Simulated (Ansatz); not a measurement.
# SnO2 under changes of volume

One of the cells (14.496 Å³/atom); the others are scaled copies at fixed shape and fractional positions:

```xyz
3
Lattice="1.6171 0.9336 4.8006 -1.6171 0.9336 4.8006 0.0000 -1.8673 4.8006" Properties=species:S:1:pos:R:3 pbc="T T T"
Sn    0.0000    0.0000    7.2009
O     0.0000    0.0000   10.9861
O     0.0000    0.0000    3.4157
```

Measurements of this composition are mostly on another form, of space group No. 136.

| Property | Result |
| --- | --- |
| Program | Ansatz 0.2.0 |
| Functional | LDA |
| Potentials or basis | all-electron LAPW, scalar-relativistic |
| Cutoff | 353 eV (chosen from the basis error) |
| Basis error allowed | 0.002 eV/atom |
| k mesh | 10 × 10 × 10 |
| Occupations | fermi-dirac, width 0.05 eV |
| Spin | no spin polarisation |

| volume (Å³/atom) | energy over the lowest point (meV/atom) | pressure (GPa) | gap on the mesh (eV) | largest force (eV/Å) |
| --- | --- | --- | --- | --- |
| 13.626 | 0.00 | -0.1 | 2.19 | 0.001 |
| 13.916 | 3.34 | -3.5 | 2.04 | 0.246 |
| 14.206 | 12.41 | -6.5 | 1.90 | 0.469 |
| 14.496 | 26.55 | -9.1 | 1.78 | 0.672 |
| 14.785 | 45.17 | -11.4 | 1.66 | 0.858 |
| 15.075 | 67.75 | -13.5 | 1.54 | 1.027 |
| 15.365 | ? | ? | ? | ? |

Task: What does the run at 15.365 Å³/atom give?

Result: Energy over the lowest point 93.82 meV/atom; pressure -15.3 GPa; gap on the mesh 1.44 eV; largest force 1.181 eV/Å.

Worked out: A Birch-Murnaghan fit of order 3 (a polynomial in V^(-2/3)) to the other rows has its minimum at 13.62 Å³/atom, just outside them, with B0 = V·E''(V) = 169 GPa and B' = 4.8 at fixed shape and positions, which overstates the stiffness. It gives 93.87 meV/atom at 15.365 Å³/atom, against the run's 93.82, and -dE/dV = -15.3 GPa, against -15.3. A parabola through the other rows of the gap, of slope -5.42 eV per unit of ln V there, extrapolates to 1.44 eV, against the run's 1.44.

Energies are extrapolated to zero smearing.

Caveats: spin-orbit coupling is left out, which moves the levels of the heavy elements; forces of over 1 eV/Å show positions far from the minimum, so gaps and moduli don't describe the material at rest (some runs).

A mesh can miss the band edges.

The runs don't all hold the same shells in valence.
